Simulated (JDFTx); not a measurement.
# Ga (Pm-3m) in JDFTx: further runs

The runs below take Ga through relaxation of cell and atoms, with LDA, PBE, PBEsol, RPBE.

All numbers are computed with JDFTx 1.7.0 (patched build); they aren't measurements. Logs are shortened: lines on timing, memory, paths and dates and some standing lists are left out, and cuts for length are marked. The log counts tension as positive stress, the text compression.

## Step 1: The structure

Symmetry: Pm-3m, No. 221, cubic system. The conventional cell has a = 2.716 Å, b = 2.716 Å, c = 2.716 Å, α = 90.00°, β = 90.00°, γ = 90.00°. Ga (site symmetry m-3m) has 6 Ga at 2.72 Å as nearest neighbours.

The cell was built by a generator and needn't be a form met in nature.

## Step 2: Relaxation of cell and atoms, LDA

Ga.in reads:

```
lattice \
    5.1334032230     0.0000000000     0.0000000000 \
    0.0000000000     5.1334032230     0.0000000000 \
    0.0000000000     0.0000000000     5.1334032230
coords-type Lattice
ion Ga     0.0000000000     0.0000000000     0.0000000000 1

ion-species pseudo/Ga.upf
elec-cutoff 40
elec-ex-corr lda-PW
kpoint-folding 5 5 5
elec-smearing Fermi 0.0018374661
elec-n-bands 12
electronic-SCF nIterations 100 energyDiffThreshold 1e-09
electronic-minimize nIterations 30 energyDiffThreshold 1e-7
forces-output-coords Cartesian
lattice-minimize nIterations 40 energyDiffThreshold 1e-6

dump-name run.$VAR
dump End Ecomponents EigStats BandEigs Kpoints Forces Stress
```

Potentials or basis: SG15-PBE-1.2 with smoothed tails.

Command:

```sh
$ jdftx -c 1 -i Ga.in -o Ga.out
```

The log of the run:

```text
*************** JDFTx 1.7.0 (patched build) ***************

Input parsed successfully to the following command list (including defaults):
[... the input with its defaults ...]

---------- Setting up symmetries ----------

Found 48 point-group symmetries of the bravais lattice
Found 48 space-group symmetries with basis
Applied RMS atom displacement 0 bohrs to make symmetries exact.

---------- Initializing the Grid ----------
R =
[       5.1334            0            0  ]
[            0       5.1334            0  ]
[            0            0       5.1334  ]
unit cell volume = 135.275
G =
[    1.22398          0          0  ]
[          0    1.22398          0  ]
[          0          0    1.22398  ]
Minimum fftbox size, Smin = [  32  32  32  ]
Chosen fftbox size, S = [  32  32  32  ]

---------- Exchange Correlation functional ----------
Initalized Slater LDA exchange.
Initalized Perdew-Wang LDA correlation.

---------- Setting up pseudopotentials ----------
Width of ionic core gaussian charges (only for fluid interactions / plotting) set to 0

Reading pseudopotential file 'pseudo/Ga.upf':
  'Ga' pseudopotential, 'PBE' functional
  WARNING: this pseudopotential is for another kind of functional than that of the calculation, 'lda-PW'.
  Generated using ONCVPSP code by D. R. Hamann
  13 valence electrons, 0 orbitals, 6 projectors, 602 radial grid points, with lMax = 2
  Core radius for overlap checks: 2.11 bohrs.

Initialized 1 species with 1 total atoms.

Folded 1 k-points by 5x5x5 to 125 k-points.

---------- Setting up k-points, bands, fillings ----------
Reduced to 10 k-points under symmetry.
Computing the number of bands and number of electrons
Calculating initial fillings.
nElectrons:  13.000000   nBands: 12   nStates: 10

----- Setting up reduced wavefunction bases (one per k-point) -----
average nbasis = 1636.712 , ideal nbasis = 1634.557

---------- Setting up ewald sum ----------
Optimum gaussian width for ewald sums = 2.047932 bohr.
Real space sum over 1331 unit cells with max indices [  5  5  5  ]
Reciprocal space sum over 1331 terms with max indices [  5  5  5  ]

---------- Allocating electronic variables ----------
Initializing wave functions:  (No orbitals for LCAO)  bandwidth-limited random numbers

--------- Lattice Minimization ---------

Setting the auxilliary hamiltonian equal to the subspace hamiltonian.

-------- Electronic minimization -----------
Will mix electronic density at each iteration.
	FillingsUpdate:  mu: +1.142360259  nElectrons: 13.000000
	FillingsUpdate:  mu: -0.811997348  nElectrons: 13.000000
SCF: Cycle:  0   F: -53.132979144816282   dF: -1.503e+01   |Residual|: 2.211e+00   |deigs|: 1.660e+00
	FillingsUpdate:  mu: -0.272711455  nElectrons: 13.000000
SCF: Cycle:  1   F: -61.762836447069063   dF: -8.630e+00   |Residual|: 2.624e+00   |deigs|: 6.537e-01
	FillingsUpdate:  mu: -0.208517668  nElectrons: 13.000000
SCF: Cycle:  2   F: -62.127284324980046   dF: -3.644e-01   |Residual|: 3.140e+00   |deigs|: 2.037e-01
	FillingsUpdate:  mu: -0.200829771  nElectrons: 13.000000
SCF: Cycle:  3   F: -61.364019258117715   dF: +7.633e-01   |Residual|: 3.369e+00   |deigs|: 4.032e-02
	FillingsUpdate:  mu: -0.080141283  nElectrons: 13.000000
SCF: Cycle:  4   F: -61.696203708825230   dF: -3.322e-01   |Residual|: 3.984e+00   |deigs|: 1.962e-01
	FillingsUpdate:  mu: -3.638381459  nElectrons: 13.000000
SCF: Cycle:  5   F: -30.423645896076522   dF: +3.127e+01   |Residual|: 1.588e+01   |deigs|: 4.438e+00
	FillingsUpdate:  mu: -5.667664512  nElectrons: 13.000000
SCF: Cycle:  6   F: -22.228505343841402   dF: +8.195e+00   |Residual|: 1.771e+01   |deigs|: 1.527e+00
	FillingsUpdate:  mu: -17.232040233  nElectrons: 13.000000
SCF: Cycle:  7   F: -4.683436803902262   dF: +1.755e+01   |Residual|: 3.008e+01   |deigs|: 1.014e+01
	FillingsUpdate:  mu: -2.092787193  nElectrons: 13.000000
SCF: Cycle:  8   F: -29.704625738508970   dF: -2.502e+01   |Residual|: 1.357e+01   |deigs|: 1.333e+01
	FillingsUpdate:  mu: +0.606587300  nElectrons: 13.000000
SCF: Cycle:  9   F: -64.709335875314366   dF: -3.500e+01   |Residual|: 1.747e+00   |deigs|: 4.302e+00
	FillingsUpdate:  mu: +1.115233919  nElectrons: 13.000000
SCF: Cycle: 10   F: -36.864031414546275   dF: +2.785e+01   |Residual|: 5.956e+00   |deigs|: 6.071e-01
	FillingsUpdate:  mu: +0.927060986  nElectrons: 13.000000
SCF: Cycle: 11   F: -41.568250627270480   dF: -4.704e+00   |Residual|: 4.917e+00   |deigs|: 2.405e-01
	FillingsUpdate:  mu: +0.889492002  nElectrons: 13.000000
SCF: Cycle: 12   F: -44.001102642647083   dF: -2.433e+00   |Residual|: 4.648e+00   |deigs|: 4.139e-02
	FillingsUpdate:  mu: +0.779181712  nElectrons: 13.000000
SCF: Cycle: 13   F: -51.233026157085426   dF: -7.232e+00   |Residual|: 3.923e+00   |deigs|: 9.522e-02
	FillingsUpdate:  mu: +0.790735836  nElectrons: 13.000000
SCF: Cycle: 14   F: -51.251857425223257   dF: -1.883e-02   |Residual|: 3.884e+00   |deigs|: 1.607e-02
[... 50 lines left out ...]
       EH =       20.2788483860586304
     Eloc =      -47.8626896690997370
      Enl =      -42.4479925158138158
      Exc =       -8.7332540360625508
       KE =       60.0602794522019039
-------------------------------------
     Etot =      -65.4090368644984039
       TS =        0.0002129633304462
-------------------------------------
        F =      -65.4092498278288446

LatticeMinimize: Iter:   0  F: -65.409249827828845  |grad|_K:  9.642e-03

-------- Electronic minimization -----------
Will mix electronic density at each iteration.
	FillingsUpdate:  mu: +0.344997896  nElectrons: 13.000000
	FillingsUpdate:  mu: +0.346636262  nElectrons: 13.000000
SCF: Cycle:  0   F: -65.409292084000256   dF: -1.236e-04   |Residual|: 1.391e-02   |deigs|: 1.355e-04
	FillingsUpdate:  mu: +0.346543846  nElectrons: 13.000000
SCF: Cycle:  1   F: -65.409331622199218   dF: -3.954e-05   |Residual|: 5.220e-03   |deigs|: 2.265e-03
	FillingsUpdate:  mu: +0.346494661  nElectrons: 13.000000
SCF: Cycle:  2   F: -65.409340854293674   dF: -9.232e-06   |Residual|: 1.139e-03   |deigs|: 1.238e-03
	FillingsUpdate:  mu: +0.346505775  nElectrons: 13.000000
SCF: Cycle:  3   F: -65.409341627463519   dF: -7.732e-07   |Residual|: 3.568e-04   |deigs|: 4.132e-04
	FillingsUpdate:  mu: +0.346500099  nElectrons: 13.000000
SCF: Cycle:  4   F: -65.409341668493823   dF: -4.103e-08   |Residual|: 1.861e-04   |deigs|: 5.817e-05
	FillingsUpdate:  mu: +0.346496388  nElectrons: 13.000000
SCF: Cycle:  5   F: -65.409341681460319   dF: -1.297e-08   |Residual|: 4.994e-05   |deigs|: 6.448e-05
	FillingsUpdate:  mu: +0.346496089  nElectrons: 13.000000
SCF: Cycle:  6   F: -65.409341683488378   dF: -2.028e-09   |Residual|: 5.877e-06   |deigs|: 2.806e-05
	FillingsUpdate:  mu: +0.346496045  nElectrons: 13.000000
SCF: Cycle:  7   F: -65.409341683820131   dF: -3.318e-10   |Residual|: 7.134e-06   |deigs|: 2.725e-05
	FillingsUpdate:  mu: +0.346496045  nElectrons: 13.000000
SCF: Cycle:  8   F: -65.409341683900195   dF: -8.006e-11   |Residual|: 2.808e-06   |deigs|: 2.820e-05
SCF: Converged (|Delta E|<1.000000e-09 for 2 iters).

Setting wave functions to eigenvectors of Hamiltonian
LatticeMinimize: 	Wolfe criterion not satisfied: alpha: 1  (E-E0)/|gdotd0|: -0.988102  gdotd/gdotd0: 0.973966 (taking cubic step)

-------- Electronic minimization -----------
Will mix electronic density at each iteration.
	FillingsUpdate:  mu: +0.346496045  nElectrons: 13.000000
	FillingsUpdate:  mu: +0.349787644  nElectrons: 13.000000
SCF: Cycle:  0   F: -65.409317487799584   dF: -4.946e-04   |Residual|: 2.793e-02   |deigs|: 1.077e-04
	FillingsUpdate:  mu: +0.349603383  nElectrons: 13.000000
SCF: Cycle:  1   F: -65.409487367793147   dF: -1.699e-04   |Residual|: 9.818e-03   |deigs|: 4.533e-03
	FillingsUpdate:  mu: +0.349511802  nElectrons: 13.000000
[... 5 further cycles ...]
SCF: Cycle:  7   F: -65.409518079202002   dF: -7.835e-10   |Residual|: 8.833e-06   |deigs|: 1.486e-05
	FillingsUpdate:  mu: +0.349508957  nElectrons: 13.000000
SCF: Cycle:  8   F: -65.409518079363707   dF: -1.617e-10   |Residual|: 2.717e-06   |deigs|: 1.076e-05
SCF: Converged (|Delta E|<1.000000e-09 for 2 iters).

Setting wave functions to eigenvectors of Hamiltonian
LatticeMinimize: 	Wolfe criterion not satisfied: alpha: 3  (E-E0)/|gdotd0|: -2.8856  gdotd/gdotd0: 0.921477 (taking cubic step)

-------- Electronic minimization -----------
Will mix electronic density at each iteration.
	FillingsUpdate:  mu: +0.349508957  nElectrons: 13.000000
	FillingsUpdate:  mu: +0.356151198  nElectrons: 13.000000
SCF: Cycle:  0   F: -65.409025568575515   dF: -1.981e-03   |Residual|: 5.611e-02   |deigs|: 2.301e-04
	FillingsUpdate:  mu: +0.355783618  nElectrons: 13.000000
SCF: Cycle:  1   F: -65.409719737008132   dF: -6.942e-04   |Residual|: 1.959e-02   |deigs|: 9.077e-03
	FillingsUpdate:  mu: +0.355606269  nElectrons: 13.000000
[... 6 further cycles ...]
SCF: Cycle:  8   F: -65.409841126495778   dF: -5.629e-10   |Residual|: 3.382e-06   |deigs|: 5.789e-06
	FillingsUpdate:  mu: +0.355601810  nElectrons: 13.000000
SCF: Cycle:  9   F: -65.409841126581867   dF: -8.609e-11   |Residual|: 8.396e-06   |deigs|: 4.783e-06
SCF: Converged (|Delta E|<1.000000e-09 for 2 iters).
[... 261 lines left out ...]
# Strain tensor in Cartesian coordinates:
[   -0.0371601            0            0  ]
[            0   -0.0371601            0  ]
[            0            0   -0.0371601  ]

# Stress tensor in Cartesian coordinates [Eh/a0^3]:
[ -2.57746e-07            0            0  ]
[            0 -2.57746e-07            0  ]
[            0            0 -2.57746e-07  ]

# Ionic positions in lattice coordinates:
ion Ga   0.000000000000000   0.000000000000000   0.000000000000000 1

# Forces in Cartesian coordinates:
force Ga  -0.000000000000000  -0.000000000000000   0.000000000000000 1

# Energy components:
   Eewald =      -48.5067450492706271
       EH =       19.2012008962727059
     Eloc =      -45.0039071243814703
      Enl =      -42.4043290925105438
      Exc =       -8.7609965868004291
       KE =       60.0640749270091661
-------------------------------------
     Etot =      -65.4107020296812038
       TS =        0.0002129605730926
-------------------------------------
        F =      -65.4109149902542981

LatticeMinimize: Iter:   5  F: -65.410914990254298  |grad|_K:  1.050e-05  alpha:  9.880e-04  linmin:  1.000e+00
LatticeMinimize: Converged (|Delta F|<1.000000e-06 for 2 iters).

Dumping 'run.eigStats' ...
	eMin: -0.133782 at state 0 ( [ +0.000000 +0.000000 +0.000000 ] spin 0 )
	HOMO: +0.398701 at state 5 ( [ +0.000000 +0.400000 +0.400000 ] spin 0 )
	mu  : +0.400331
	LUMO: +0.431456 at state 8 ( [ +0.200000 +0.400000 +0.400000 ] spin 0 )
	eMax: +1.234469 at state 5 ( [ +0.000000 +0.400000 +0.400000 ] spin 0 )
	HOMO-LUMO gap: +0.032754
	Optical gap  : +0.055958 at state 5 ( [ +0.000000 +0.400000 +0.400000 ] spin 0 )
Done!
[note: the HOMO, LUMO and gaps printed at the end count levels as full or empty at half filling, so they show a gap where a level is partly filled]
```

Wall time 30 s (1 thread of Arm Neoverse V2, shared host); peak memory 0.05 GiB.

What came out:

```yaml
Free_energy: -1779.9217 eV
Relaxed_volume: 17.89 Å³/atom
Relaxed_cell: a = 2.616 Å, b = 2.616 Å, c = 2.616 Å, α = 90.00°, β = 90.00°, γ = 90.00°
Space_group_after_relaxing_to_0.05_Å: Pm-3m (No. 221)
Energy_gained_by_relaxing: 45.3 meV/atom
Ionic_steps: 6
Pressure_after_relaxing: 0.0 GPa
Band_gap_on_the_k_mesh: none (metal or under the smearing width)
```

The path:
```
step  energy change (eV)  largest force (eV/Å)  pressure (GPa)  volume (Å³)
   1              0.0000                0.0000           -6.21        20.05
   2             -0.0161                0.0000           -5.16        19.59
   3             -0.0452                0.0000            0.35        17.80
   4             -0.0453                0.0000            0.01        17.89
   5             -0.0453                0.0000            0.00        17.89
   6             -0.0453                0.0000            0.01        17.89
```

Final structure:
```
Ga
1.0
     2.61554    0.00000    0.00000
     0.00000    2.61554    0.00000
     0.00000    0.00000    2.61554
Ga
1
Direct
  0.00000 0.00000 0.00000
```

Levels at points of the mesh, in eV from the Fermi level:
```
           k point  band 3  band 4  band 5  band 6  band 7  band 8  band 9  band 10
(0.00, 0.00, 0.00)  -13.82  -13.82  -13.82  -11.17    9.91    9.91    9.91    12.97
```

Caveat: the k mesh is coarse (spacing up to 0.46 Å⁻¹), so the values aren't converged; the plane waves are those of the starting cell, so after so large a change of volume the result is rough; the potentials were made for another functional, which shifts forces and pressure.

## Step 3: Relaxation of cell and atoms, PBE

Edit Ga.in of step 2 so:

```diff
@@ -9,3 +9,3 @@
 elec-cutoff 40
-elec-ex-corr lda-PW
+elec-ex-corr gga-PBE
 kpoint-folding 5 5 5
@@ -19,2 +19,2 @@
 dump-name run.$VAR
-dump End Ecomponents EigStats BandEigs Kpoints Forces Stress
+dump End Ecomponents EigStats BandEigs Kpoints Forces Stress ElecDensity KEdensity
```

Potentials or basis: SG15-PBE-1.2 with smoothed tails.

Command:

```sh
$ jdftx -c 1 -i Ga.in -o Ga.out
```

Run time: 26 s. Hardware: 1 thread of Arm Neoverse V2, shared host; peak memory 0.05 GiB.

It converged, with:

```
Free energy                            : -1786.3345 eV
Relaxed volume                         : 19.72 Å³/atom
Relaxed cell                           : a = 2.702 Å, b = 2.702 Å, c = 2.702 Å, α = 90.00°, β = 90.00°, γ = 90.00°
Space group after relaxing (to 0.05 Å) : Pm-3m (No. 221)
Energy gained by relaxing              : 1.0 meV/atom
Ionic steps                            : 5
Pressure after relaxing                : 0.0 GPa
Band gap on the k mesh                 : none (metal or under the smearing width)
```

The path:
```csv
step,energy change (eV),largest force (eV/Å),pressure (GPa),volume (Å³)
1,0.0000,0.0000,-0.99,20.05
2,-0.0004,0.0000,-0.78,19.97
3,-0.0010,0.0000,0.01,19.72
4,-0.0010,0.0000,0.00,19.72
5,-0.0010,0.0000,0.00,19.72
```

Final structure:
```cif
data_structure
_symmetry_space_group_name_H-M 'P 1'
_symmetry_Int_Tables_number 1
_cell_length_a 2.7018
_cell_length_b 2.7018
_cell_length_c 2.7018
_cell_angle_alpha 90.000
_cell_angle_beta 90.000
_cell_angle_gamma 90.000
_cell_volume 19.72
loop_
_atom_site_label
_atom_site_type_symbol
_atom_site_fract_x
_atom_site_fract_y
_atom_site_fract_z
_atom_site_occupancy
Ga1 Ga 0.00000 0.00000 0.00000 1
```

Levels at points of the mesh, in eV from the Fermi level:
```csv
k point,band 4,band 5,band 6,band 7,band 8,band 9
"(0.00, 0.00, 0.00)",-14.43,-14.43,-10.53,9.23,9.23,9.23
```

Caveat: the k mesh is coarse (spacing up to 0.46 Å⁻¹), so the values aren't converged.

## Step 4: Relaxation of cell and atoms, PBEsol

Edit Ga.in of step 3 so:

```diff
@@ -9,3 +9,3 @@
 elec-cutoff 40
-elec-ex-corr gga-PBE
+elec-ex-corr gga-PBEsol
 kpoint-folding 5 5 5
@@ -19,2 +19,2 @@
 dump-name run.$VAR
-dump End Ecomponents EigStats BandEigs Kpoints Forces Stress ElecDensity KEdensity
+dump End Ecomponents EigStats BandEigs Kpoints Forces Stress
```

Command:

```sh
$ jdftx -c 1 -i Ga.in -o Ga.out
```

It took 27 s on 1 thread of Arm Neoverse V2, shared host; peak memory 0.05 GiB.

It converged, with:

```yaml
Free_energy: -1782.2831 eV
Relaxed_volume: 18.74 Å³/atom
Relaxed_cell: a = 2.656 Å, b = 2.656 Å, c = 2.656 Å, α = 90.00°, β = 90.00°, γ = 90.00°
Space_group_after_relaxing_to_0.05_Å: Pm-3m (No. 221)
Energy_gained_by_relaxing: 16.8 meV/atom
Ionic_steps: 5
Pressure_after_relaxing: 0.0 GPa
Band_gap_on_the_k_mesh: none (metal or under the smearing width)
```

The path:
```csv
step,energy change (eV),largest force (eV/Å),pressure (GPa),volume (Å³)
1,0.0000,0.0000,-3.94,20.05
2,-0.0064,0.0000,-3.17,19.76
3,-0.0168,0.0000,0.06,18.72
4,-0.0168,0.0000,0.01,18.74
5,-0.0168,0.0000,-0.01,18.74
```

Final structure:
```cif
data_structure
_symmetry_space_group_name_H-M 'P 1'
_symmetry_Int_Tables_number 1
_cell_length_a 2.6563
_cell_length_b 2.6563
_cell_length_c 2.6563
_cell_angle_alpha 90.000
_cell_angle_beta 90.000
_cell_angle_gamma 90.000
_cell_volume 18.74
loop_
_atom_site_label
_atom_site_type_symbol
_atom_site_fract_x
_atom_site_fract_y
_atom_site_fract_z
_atom_site_occupancy
Ga1 Ga 0.00000 0.00000 0.00000 1
```

Levels at points of the mesh, in eV from the Fermi level:
| k point | band 4 | band 5 | band 6 | band 7 | band 8 | band 9 |
| --- | --- | --- | --- | --- | --- | --- |
| (0.00, 0.00, 0.00) | -14.10 | -14.10 | -10.84 | 9.63 | 9.63 | 9.63 |

Caveat: the k mesh is coarse (spacing up to 0.46 Å⁻¹), so the values aren't converged; the plane waves are those of the starting cell, so after so large a change of volume the result is rough; the potentials were made for another functional, which shifts forces and pressure.

## Step 5: Relaxation of cell and atoms, RPBE

Edit Ga.in of step 4 so:

```diff
@@ -9,3 +9,3 @@
 elec-cutoff 40
-elec-ex-corr gga-PBEsol
+elec-ex-corr gga-x-rpbe gga-c-pbe
 kpoint-folding 5 5 5
```

Command:

```sh
$ jdftx -c 1 -i Ga.in -o Ga.out
```

It took 21 s on 1 thread of Arm Neoverse V2, shared host; peak memory 0.05 GiB.

Results (log left out):

* Free energy: -1787.7844 eV
* Relaxed volume: 20.37 Å³/atom
* Relaxed cell: a = 2.731 Å, b = 2.731 Å, c = 2.731 Å, α = 90.00°, β = 90.00°, γ = 90.00°
* Space group after relaxing (to 0.05 Å): Pm-3m (No. 221)
* Energy gained by relaxing: 1.0 meV/atom
* Ionic steps: 5
* Pressure after relaxing: 0.0 GPa
* Band gap on the k mesh: none (metal or under the smearing width)

The path:
| step | energy change (eV) | largest force (eV/Å) | pressure (GPa) | volume (Å³) |
| --- | --- | --- | --- | --- |
| 1 | 0.0000 | 0.0000 | 1.00 | 20.05 |
| 2 | -0.0002 | 0.0000 | 0.89 | 20.08 |
| 3 | -0.0010 | 0.0000 | 0.08 | 20.34 |
| 4 | -0.0010 | 0.0000 | 0.01 | 20.36 |
| 5 | -0.0010 | 0.0000 | 0.00 | 20.37 |

Final structure:
```yaml
crystal:
  lattice:
    - [2.73083, 0.00000, 0.00000]
    - [0.00000, 2.73083, 0.00000]
    - [0.00000, 0.00000, 2.73083]
  atoms:
    - { symbol: Ga, position: [0.00000, 0.00000, 0.00000] }
```

Levels at points of the mesh, in eV from the Fermi level:
| k point | band 2 | band 3 | band 4 | band 5 | band 6 | band 7 | band 8 | band 9 | band 10 | band 11 |
| --- | --- | --- | --- | --- | --- | --- | --- | --- | --- | --- |
| (0.00, 0.00, 0.00) | -15.09 | -14.60 | -14.60 | -14.60 | -10.32 | 9.03 | 9.03 | 9.03 | 11.73 | 11.73 |

Caveat: the k mesh is coarse (spacing up to 0.46 Å⁻¹), so the values aren't converged; the potentials were made for another functional, which shifts forces and pressure.

## Step 6: Overview

```tsv
level	gap on the mesh (eV)	pressure (GPa)	relaxed volume (Å³/atom)
LDA	none	0.0	17.89
PBE	none	0.0	19.72
PBEsol	none	0.0	18.74
RPBE	none	0.0	20.37
```

Alike in all rows: task relaxation of cell and atoms; potentials or basis SG15-PBE-1.2 with smoothed tails; no spin polarisation; cell relaxed; k mesh 5 × 5 × 5; cutoff (eV) 1088; smearing fermi-dirac 0.05 eV; the mesh is coarse, so values aren't converged.

Caveats: all runs use coarse meshes; the potentials were made for another functional, which shifts forces and pressure (some runs); the plane waves are those of the starting cell, so after so large a change of volume the result is rough (some runs).

Total energies depend on the potentials used, so only differences within one code and one set of settings carry meaning.
